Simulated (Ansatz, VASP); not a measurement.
# One calculation of BaTiO3, two programs

```
Ba Ti O
1.0
     4.00600    0.00000    0.00000
     0.00000    4.00600    0.00000
     0.00000    0.00000    4.00600
Ba Ti O
1 1 3
Direct
  0.50000 0.50000 0.50000
  0.00000 0.00000 0.00000
  0.50000 0.00000 0.00000
  0.00000 0.50000 0.00000
  0.00000 0.00000 0.50000
```

Alike in both runs: task single point; functional PBE; k mesh 6 × 6 × 6; no spin polarisation; Hubbard terms Ti d U = 1.5 eV.

|  | VASP | Ansatz |
| --- | --- | --- |
| version | VASP 6.6.1 | Ansatz 0.2.0 |
| potentials or method | VASP PAW PBE potentials, release 64 (Ba_sv, Ti_sv, O) | plane waves, PAW |
| plane-wave cutoff (eV) | 520 | 470 |
| occupations | gaussian, width 0.01 eV | fixed |
| valence electrons in the cell | 40 | 40 |

VASP gave:

* gap on the k mesh at the Fermi level (eV): 1.90

Estimate Ansatz's values.

gap on the k mesh at the Fermi level (eV): 1.96.

The programs project onto different local orbitals, so the same U acts differently.

Caveats: spin-orbit coupling is left out, which moves the levels of the heavy elements. A k mesh can miss the band edges.
